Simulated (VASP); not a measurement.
A run of VASP 6.6.1:

Contents of INCAR:

```
SYSTEM = InPd
PREC = Accurate
ENCUT = 520
EDIFF = 1E-6
ISMEAR = 1
SIGMA = 0.1
LREAL = .False.
LASPH = .True.
NELM = 80
ALGO = Fast
ISIF = 2
LWAVE = .False.
LCHARG = .False.
LMAXMIX = 4
GGA = PS
NBANDS = 18
ICORELEVEL = 1
```

File KPOINTS:

```
Automatic mesh
0
Gamma
  12 12 12
  0 0 0
```

The input POSCAR:

```
InPd                                    
1.0
    3.2484153759     -0.0000000000     -0.0000000000
   -0.0000000000      3.2484153759      0.0000000000
   -0.0000000000     -0.0000000000      3.2484153759
  In              Pd            
     1     1
Direct
     0.0000000000000000    0.0000000000000000    0.0000000000000000
     0.5000000000000000    0.5000000000000000    0.5000000000000000
```

The input KPOINTS_OPT:

```
explicit points
94
Reciprocal
 0.0000000000  0.0000000000  0.0000000000 1
 0.0000000000  0.0357142857  0.0000000000 1
 0.0000000000  0.0714285714  0.0000000000 1
 0.0000000000  0.1071428571  0.0000000000 1
 0.0000000000  0.1428571429  0.0000000000 1
 0.0000000000  0.1785714286  0.0000000000 1
 0.0000000000  0.2142857143  0.0000000000 1
 0.0000000000  0.2500000000  0.0000000000 1
 0.0000000000  0.2857142857  0.0000000000 1
 0.0000000000  0.3214285714  0.0000000000 1
 0.0000000000  0.3571428571  0.0000000000 1
 0.0000000000  0.3928571429  0.0000000000 1
 0.0000000000  0.4285714286  0.0000000000 1
 0.0000000000  0.4642857143  0.0000000000 1
 0.0000000000  0.5000000000  0.0000000000 1
 0.0000000000  0.5000000000  0.0000000000 1
 0.0357142857  0.5000000000  0.0000000000 1
 0.0714285714  0.5000000000  0.0000000000 1
 0.1071428571  0.5000000000  0.0000000000 1
 0.1428571429  0.5000000000  0.0000000000 1
 0.1785714286  0.5000000000  0.0000000000 1
 0.2142857143  0.5000000000  0.0000000000 1
 0.2500000000  0.5000000000  0.0000000000 1
 0.2857142857  0.5000000000  0.0000000000 1
 0.3214285714  0.5000000000  0.0000000000 1
 0.3571428571  0.5000000000  0.0000000000 1
 0.3928571429  0.5000000000  0.0000000000 1
 0.4285714286  0.5000000000  0.0000000000 1
 0.4642857143  0.5000000000  0.0000000000 1
 0.5000000000  0.5000000000  0.0000000000 1
 0.5000000000  0.5000000000  0.0000000000 1
 0.4642857143  0.4642857143  0.0000000000 1
 0.4285714286  0.4285714286  0.0000000000 1
 0.3928571429  0.3928571429  0.0000000000 1
 0.3571428571  0.3571428571  0.0000000000 1
 0.3214285714  0.3214285714  0.0000000000 1
 0.2857142857  0.2857142857  0.0000000000 1
 0.2500000000  0.2500000000  0.0000000000 1
 0.2142857143  0.2142857143  0.0000000000 1
 0.1785714286  0.1785714286  0.0000000000 1
 0.1428571429  0.1428571429  0.0000000000 1
 0.1071428571  0.1071428571  0.0000000000 1
 0.0714285714  0.0714285714  0.0000000000 1
 0.0357142857  0.0357142857  0.0000000000 1
 0.0000000000  0.0000000000  0.0000000000 1
 0.0000000000  0.0000000000  0.0000000000 1
 0.0357142857  0.0357142857  0.0357142857 1
 0.0714285714  0.0714285714  0.0714285714 1
 0.1071428571  0.1071428571  0.1071428571 1
 0.1428571429  0.1428571429  0.1428571429 1
 0.1785714286  0.1785714286  0.1785714286 1
 0.2142857143  0.2142857143  0.2142857143 1
 0.2500000000  0.2500000000  0.2500000000 1
 0.2857142857  0.2857142857  0.2857142857 1
 0.3214285714  0.3214285714  0.3214285714 1
 0.3571428571  0.3571428571  0.3571428571 1
 0.3928571429  0.3928571429  0.3928571429 1
 0.4285714286  0.4285714286  0.4285714286 1
 0.4642857143  0.4642857143  0.4642857143 1
 0.5000000000  0.5000000000  0.5000000000 1
 0.5000000000  0.5000000000  0.5000000000 1
 0.4642857143  0.5000000000  0.4642857143 1
 0.4285714286  0.5000000000  0.4285714286 1
 0.3928571429  0.5000000000  0.3928571429 1
 0.3571428571  0.5000000000  0.3571428571 1
 0.3214285714  0.5000000000  0.3214285714 1
 0.2857142857  0.5000000000  0.2857142857 1
 0.2500000000  0.5000000000  0.2500000000 1
 0.2142857143  0.5000000000  0.2142857143 1
 0.1785714286  0.5000000000  0.1785714286 1
 0.1428571429  0.5000000000  0.1428571429 1
 0.1071428571  0.5000000000  0.1071428571 1
 0.0714285714  0.5000000000  0.0714285714 1
 0.0357142857  0.5000000000  0.0357142857 1
 0.0000000000  0.5000000000  0.0000000000 1
 0.5000000000  0.5000000000  0.0000000000 1
 0.5000000000  0.5000000000  0.0357142857 1
 0.5000000000  0.5000000000  0.0714285714 1
 0.5000000000  0.5000000000  0.1071428571 1
 0.5000000000  0.5000000000  0.1428571429 1
 0.5000000000  0.5000000000  0.1785714286 1
 0.5000000000  0.5000000000  0.2142857143 1
 0.5000000000  0.5000000000  0.2500000000 1
 0.5000000000  0.5000000000  0.2857142857 1
 0.5000000000  0.5000000000  0.3214285714 1
 0.5000000000  0.5000000000  0.3571428571 1
 0.5000000000  0.5000000000  0.3928571429 1
 0.5000000000  0.5000000000  0.4285714286 1
 0.5000000000  0.5000000000  0.4642857143 1
 0.5000000000  0.5000000000  0.5000000000 1
 0.0000000000  0.0000000000  0.0000000000 1
 0.5000000000  0.5000000000  0.0000000000 1
 0.5000000000  0.5000000000  0.5000000000 1
 0.0000000000  0.5000000000  0.0000000000 1
```

Potentials or basis: VASP PAW PBE potentials, release 64 (In_d, Pd).

Run with:

```bash
$ cat potpaw_PBE.64/In_d/POTCAR potpaw_PBE.64/Pd/POTCAR > POTCAR
$ mpirun -np 1 vasp_std > vasp.out
```

Hardware: 1 thread of Intel(R) Xeon(R) Platinum 8175M CPU @ 2.50GHz (Skylake/Cascade Lake) (shared host).

**Question.** How long does it take, and how much memory?

**Answer.** It took 48 s on 1 thread of Intel(R) Xeon(R) Platinum 8175M CPU @ 2.50GHz (Skylake/Cascade Lake) (shared host), peak memory 0.2 GiB. Counts: scf iterations 34, k points 84.
